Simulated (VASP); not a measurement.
# GaSb (F-43m) in VASP: further runs, part 2 of 2

VASP 6.6.1. The steps go on from the part before.

### 3 Relaxation of cell and atoms, PBE

This run uses another cell than the first one, of 30.47 Å³/atom, 1.065 times its volume.

INCAR

```
SYSTEM = GaSb
  PREC = Accurate
  ENCUT = 520
  EDIFF = 1E-7
  ISMEAR = 0
  SIGMA = 0.02
  LREAL = .False.
  LASPH = .True.
  NELM = 60
  ALGO = Normal
  ISIF = 3
  LWAVE = .False.
  LCHARG = .False.
  GGA = PE
  IBRION = 2
  NSW = 80
  EDIFFG = -0.002
```

KPOINTS

```
regular mesh
0
Gamma
  4 4 4
  0 0 0
```

POSCAR

```
GaSb                                    
1.0
    0.0000000000      3.1234735642      3.1234735642
    3.1234735642      0.0000000000      3.1234735642
    3.1234735642      3.1234735642      0.0000000000
  Ga              Sb            
     1     1
Direct
     0.0000000000000000    0.0000000000000000    0.0000000000000000
     0.2500000000000000    0.2500000000000000    0.2500000000000000
```

Potentials or basis: VASP PAW PBE potentials, release 64 (Ga_d, Sb).

Command:

```bash
$ cat potpaw_PBE.64/Ga_d/POTCAR potpaw_PBE.64/Sb/POTCAR > POTCAR
$ mpirun -np 1 vasp_std > vasp.out
```

OUTCAR:

```text
SYSTEM = GaSb
   PREC = Accurate
   ENCUT = 520
   EDIFF = 1E-7
   ISMEAR = 0
   LREAL = .False.
   LASPH = .True.
   NELM = 60
   ISIF = 3
   GGA = PE
   IBRION = 2
   NSW = 80
   EDIFFG = -0.002

 ion  position               nearest neighbor table
   1  0.000  0.000  0.000-   2 2.71   2 2.71   2 2.71   2 2.71
   2  0.250  0.250  0.250-   1 2.71   1 2.71   1 2.71   1 2.71

  LATTYP: Found a face centered cubic cell.
 ALAT       =     6.2469471284

  Lattice vectors:

 A1 = (   0.0000000000,   3.1234735642,   3.1234735642)
 A2 = (   3.1234735642,   0.0000000000,   3.1234735642)
 A3 = (   3.1234735642,   3.1234735642,   0.0000000000)

Analysis of symmetry for initial positions (statically):
=====================================================================
 Subroutine PRICEL returns:
 Original cell was already a primitive cell.

 Routine SETGRP: Setting up the symmetry group for a
 face centered cubic supercell.

 Subroutine GETGRP returns: Found 24 space group operations
 (whereof 24 operations were pure point group operations)
 out of a pool of 48 trial point group operations.

The static configuration has the point symmetry T_d .

Analysis of symmetry for dynamics (positions and initial velocities):
=====================================================================
 Subroutine PRICEL returns:
 Original cell was already a primitive cell.

 Routine SETGRP: Setting up the symmetry group for a
 face centered cubic supercell.

 Subroutine GETGRP returns: Found 24 space group operations
 (whereof 24 operations were pure point group operations)
 out of a pool of 48 trial point group operations.

The dynamic configuration has the point symmetry T_d .

 Subroutine INISYM returns: Found 24 space group operations
 (whereof 24 operations are pure point group operations),
[... 157 lines left out ...]

  FREE ENERGIE OF THE ION-ELECTRON SYSTEM (eV)
  ---------------------------------------------------
  free  energy   TOTEN  =        -7.1895105371 eV

  energy  without entropy=       -7.1890284673  energy(sigma->0) =       -7.18926950

--------------------------------------- Ionic step        2  -------------------------------------------

 number of electron      17.9999994 magnetization

 Free energy of the ion-electron system (eV)
  ---------------------------------------------------
  ext. energy  EPLUGINS =         0.00000000
  ---------------------------------------------------
  free energy    TOTEN  =        -7.18951118 eV

  energy without entropy =       -7.18902911  energy(sigma->0) =       -7.18927015

 E-fermi :   4.2946     XC(G=0):  -8.7862

 val. band max:        4.2884846654   @ k =   0.0000   0.0000   0.0000
 cond. band min:       4.5590639623   @ k =   0.5000   0.0000   0.0000
 fundamental gap:      0.2705792969
 Fermi energy:         4.2945756870

 k-point     1 :       0.0000    0.0000    0.0000
  band No.  band energies     occupation
      1     -10.6555      2.00000
      2     -10.6555      2.00000
      3     -10.6555      2.00000
      4     -10.6155      2.00000
      5     -10.6155      2.00000
      6      -6.7680      2.00000
      7       3.8848      2.00000
      8       4.2885      1.33337
      9       4.2885      1.33331
     10       4.2885      1.33331
     11       7.0576      0.00000
     12       7.0576      0.00000
     13       7.0576      0.00000
[... 98 lines left out ...]
  band No.  band energies     occupation
      1     -10.6850      2.00000
      2     -10.6425      2.00000
      3     -10.6373      2.00000
      4     -10.6200      2.00000
      5     -10.6149      2.00000
      6      -4.5160      2.00000
      7      -2.1505      2.00000
      8       1.2127      2.00000
      9       1.4223      2.00000
     10       7.7293      0.00000
     11       8.5314      0.00000
     12       8.5813      0.00000
     13       9.0317      0.00000

------------------------ aborting loop because EDIFF is reached ----------------------------------------

  FORCE on cell =-STRESS in cart. coord.  units (eV):
  Direction    XX          YY          ZZ          XY          YZ          ZX
  --------------------------------------------------------------------------------------
  -------------------------------------------------------------------------------------
  Total       -0.0000768     -0.0000768     -0.0000768     -0.0000000      0.0000000     -0.0000000
  in kB       -0.0020191     -0.0020191     -0.0020191     -0.0000000      0.0000000     -0.0000000
  external PRESSURE =      -0.0020191 kB  Pullay stress =       0.0000000 kB

 VOLUME and BASIS-vectors are now :
 -----------------------------------------------------------------------------
  energy-cutoff  :      520.00
  volume of cell :       60.97
      direct lattice vectors                 reciprocal lattice vectors
     0.000000000  3.123885018  3.123885018    -0.160057107  0.160057107  0.160057107
     3.123885018 -0.000000000  3.123885018     0.160057107 -0.160057107  0.160057107
     3.123885018  3.123885018  0.000000000     0.160057107  0.160057107 -0.160057107

 POSITION                                       TOTAL-FORCE (eV/Angst)
 -----------------------------------------------------------------------------------
      0.00000      3.12389      3.12389        -0.000000     -0.000000     -0.000000
      1.56194      1.56194      1.56194         0.000000      0.000000      0.000000
 -----------------------------------------------------------------------------------
    total drift:                                0.000001      0.000001      0.000001

  FREE ENERGIE OF THE ION-ELECTRON SYSTEM (eV)
  ---------------------------------------------------
  free  energy   TOTEN  =        -7.1895111816 eV

  energy  without entropy=       -7.1890291118  energy(sigma->0) =       -7.18927015

 reached required accuracy - stopping structural energy minimisation
```

OSZICAR:

```text
N       E                     dE             d eps       ncg     rms          rms(c)
DAV:   1     0.792510136641E+02    0.79251E+02   -0.87171E+03   208   0.165E+03
DAV:   2    -0.139052974185E+01   -0.80642E+02   -0.77661E+02   228   0.313E+02
DAV:   3    -0.713762944757E+01   -0.57471E+01   -0.57243E+01   268   0.726E+01
[... 14 lines left out ...]
DAV:   2    -0.718951680129E+01    0.18880E-04   -0.37097E-05   263   0.120E-01    0.129E-02
DAV:   3    -0.718951192200E+01    0.48793E-05   -0.61095E-06   268   0.422E-02    0.283E-03
DAV:   4    -0.718951130158E+01    0.62041E-06   -0.56615E-07   213   0.114E-02    0.951E-04
DAV:   5    -0.718951119251E+01    0.10907E-06   -0.35561E-08   104   0.276E-03    0.207E-04
DAV:   6    -0.718951118159E+01    0.10921E-07   -0.88122E-09   104   0.176E-03
   2 F= -.71895112E+01 E0= -.71892701E+01  d E =-.644523E-06
```

CONTCAR:

```text
GaSb
   1.00000000000000
     0.0000000000000000    3.1238850184042222    3.1238850184042222
     3.1238850184042222   -0.0000000000000000    3.1238850184042222
     3.1238850184042222    3.1238850184042222    0.0000000000000000
  Ga              Sb
     1     1
Direct
     1.0000000000000000    0.0000000000000000    0.0000000000000000
     0.2500000000000000    0.2500000000000000    0.2500000000000000

  0.00000000E+00  0.00000000E+00  0.00000000E+00
  0.00000000E+00  0.00000000E+00  0.00000000E+00
```

It took 15 s on 1 thread of Intel Xeon Platinum 8259CL at 2.50GHz (Skylake/Cascade Lake), shared host; peak memory 0.2 GiB.

Results:

```yaml
Free_energy: -7.1895 eV
Relaxed_volume: 30.48 Å³/atom
Relaxed_cell: a = 4.418 Å, b = 4.418 Å, c = 4.418 Å, α = 60.00°, β = 60.00°, γ = 60.00°
Space_group_after_relaxing_to_0.05_Å: F-43m (No. 216)
Energy_gained_by_relaxing: 0.0 meV/atom
Ionic_steps: 2
Pressure_after_relaxing: 0.0 GPa
Band_gap_on_the_k_mesh: none (metal or under the smearing width)
```

Final structure:
```yaml
crystal:
  lattice:
    - [0.00000, 3.12389, 3.12389]
    - [3.12389, 0.00000, 3.12389]
    - [3.12389, 3.12389, 0.00000]
  atoms:
    - { symbol: Ga, position: [0.00000, 0.00000, 0.00000] }
    - { symbol: Sb, position: [0.25000, 0.25000, 0.25000] }
```

Levels at points of the mesh, in eV from the Fermi level:
| k point | band 6 | band 7 | band 8 | band 9 | band 10 | band 11 | band 12 | band 13 |
| --- | --- | --- | --- | --- | --- | --- | --- | --- |
| (0.00, 0.00, 0.00) | -11.06 | -0.41 | -0.01 | -0.01 | -0.01 | 2.76 | 2.76 | 2.76 |
| (0.50, 0.00, 0.00) | -9.59 | -6.09 | -1.07 | -1.07 | 0.26 | 3.72 | 3.72 | 6.49 |
| (0.50, 0.50, 0.00) | -8.85 | -6.56 | -2.38 | -2.38 | 0.95 | 1.35 | 8.26 | 8.26 |

Caveat: the k mesh is coarse (spacing up to 0.44 Å⁻¹), so the values aren't converged; this crystal is a semiconductor, whose small gap the functional closes, so the metal is an error of the method. Spin-orbit coupling is left out, which matters for the levels of Sb.
